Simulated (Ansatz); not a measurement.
# LiBr: how the settings move a single-point run

How sensitive is a single-point run of LiBr to its settings? A reference run comes first, then five runs with altered input.

Computed with Ansatz 0.2.0 (reference: DFT, HSE06, plane waves, PAW, unless a step's input says otherwise).

2 further runs of the same task are left out: 1 for a known fault of the program, 1 that didn't finish.

**1. The structure to begin with**

The structure is cubic, space group Fm-3m (No. 225). Conventional cell: a = 5.479 Å, b = 5.479 Å, c = 5.479 Å, α = 90.00°, β = 90.00°, γ = 90.00°. Around Li (site symmetry m-3m) lie 6 Br at 2.74 Å. Br (site symmetry m-3m) is surrounded by 6 Li at 2.74 Å.

Coordinates:

```cif
data_structure
_symmetry_space_group_name_H-M 'P 1'
_symmetry_Int_Tables_number 1
_cell_length_a 3.8743
_cell_length_b 3.8743
_cell_length_c 3.8743
_cell_angle_alpha 60.000
_cell_angle_beta 60.000
_cell_angle_gamma 60.000
_cell_volume 41.12
loop_
_atom_site_label
_atom_site_type_symbol
_atom_site_fract_x
_atom_site_fract_y
_atom_site_fract_z
_atom_site_occupancy
Li1 Li 0.00000 0.00000 0.00000 1
Br1 Br 0.50000 0.50000 0.50000 1
```

**2. Reference**

Contents of input.yaml:

```yaml
crystal:
  lattice:
    - [0.0, 2.7395650468, 2.7395650468]
    - [2.7395650468, 0.0, 2.7395650468]
    - [2.7395650468, 2.7395650468, 0.0]
  atoms:
    - { symbol: Li, position: [0.0, 0.0, 0.0] }
    - { symbol: Br, position: [0.5, 0.5, 0.5] }
kpoints:
  mp_grid: { grid: [4, 4, 4] }
hamiltonian:
  xc: hse06
scf:
  occupations: { method: fixed }
  n_extra_bands: 4
output:
  forces: true
  stress: true
  eigenvalues: true
```

Command:

```sh
$ ansatz run input.yaml --threads 4 --pin off --max-ram 3686MiB --backend cpu --events-out ev --progress --plain --runs-dir out
```

**3. Variant: exchange pbe, correlation pbe, coeff 0.2, omega 0.3**

Edit input.yaml of step 2 so:

```diff
@@ -11,3 +11,3 @@
 hamiltonian:
-  xc: hse06
+  xc: { exchange: pbe, correlation: pbe, exx: { coeff: 0.2, omega: 0.3 } }
 scf:
```

**4. Changing settings: exchange pbe, correlation pbe, coeff 0.05, omega 0.5**

Edit input.yaml of step 2 so:

```diff
@@ -11,3 +11,3 @@
 hamiltonian:
-  xc: hse06
+  xc: { exchange: pbe, correlation: pbe, exx: { coeff: 0.05, omega: 0.5 } }
 scf:
```

**5. Changing settings: exchange pbe, correlation pbe, coeff 0.15, omega 0.2078**

Edit input.yaml of step 2 so:

```diff
@@ -11,3 +11,6 @@
 hamiltonian:
-  xc: hse06
+  xc:
+    exchange: pbe
+    correlation: pbe
+    exx: { coeff: 0.15, omega: 0.2078 }
 scf:
```

**6. Variant: exchange pbe, correlation pbe, coeff 0.15, omega 0.1**

Edit input.yaml of step 2 so:

```diff
@@ -11,3 +11,3 @@
 hamiltonian:
-  xc: hse06
+  xc: { exchange: pbe, correlation: pbe, exx: { coeff: 0.15, omega: 0.1 } }
 scf:
```

**7. Variant: mp_grid.shift [0.5, 0.5, 0.5]**

Edit input.yaml of step 2 so:

```diff
@@ -9,3 +9,3 @@
 kpoints:
-  mp_grid: { grid: [4, 4, 4] }
+  mp_grid: { grid: [4, 4, 4], shift: [0.5, 0.5, 0.5] }
 hamiltonian:
```

What does the calculation give? Wanted: for each run, ending; energy change; pressure; gap; force.

The runs gave:

```csv
run,ending,energy change,pressure (GPa),gap (eV),force (eV/Å),cycles,time
reference,converged,0,0.1,6.22,0.00,11,5.1 s
"1: exchange pbe, correlation pbe, coeff 0.2, omega 0.3",converged,not comparable,0.2,5.79,0.00,9,5.1 s
"2: exchange pbe, correlation pbe, coeff 0.05, omega 0.5",converged,not comparable,0.5,5.12,0.00,8,5 s
"3: exchange pbe, correlation pbe, coeff 0.15, omega 0.2078",converged,not comparable,0.3,5.72,0.00,8,5 s
"4: exchange pbe, correlation pbe, coeff 0.15, omega 0.1",converged,not comparable,0.2,5.92,0.00,9,5 s
"5: mp_grid.shift [0.5, 0.5, 0.5]",converged,-4.6 meV/atom,-0.1,6.80,0.00,9,6.5 s
```

Residual by cycle in the longest SCF loop of each run; runs are numbered as in the table. The quantity is the density residual dr2, in eV.

```csv
cycle,reference,run 1,run 2,run 3,run 4,run 5
1,0.00293,0.00185,1.0e-4,0.00113,0.00112,0.00283
2,6.5e-4,3.8e-4,3.0e-5,2.3e-4,3.1e-4,6.6e-4
3,5.8e-5,2.9e-5,2.1e-7,1.4e-5,3.2e-5,7.3e-5
4,1.5e-6,6.7e-7,3.2e-8,3.2e-7,6.9e-6,2.1e-6
5,6.3e-7,1.0e-7,-,-,1.7e-7,2.8e-7
```

**Reading.** «mp_grid.shift [0.5, 0.5, 0.5]» moves the energy by -4.6 meV/atom.
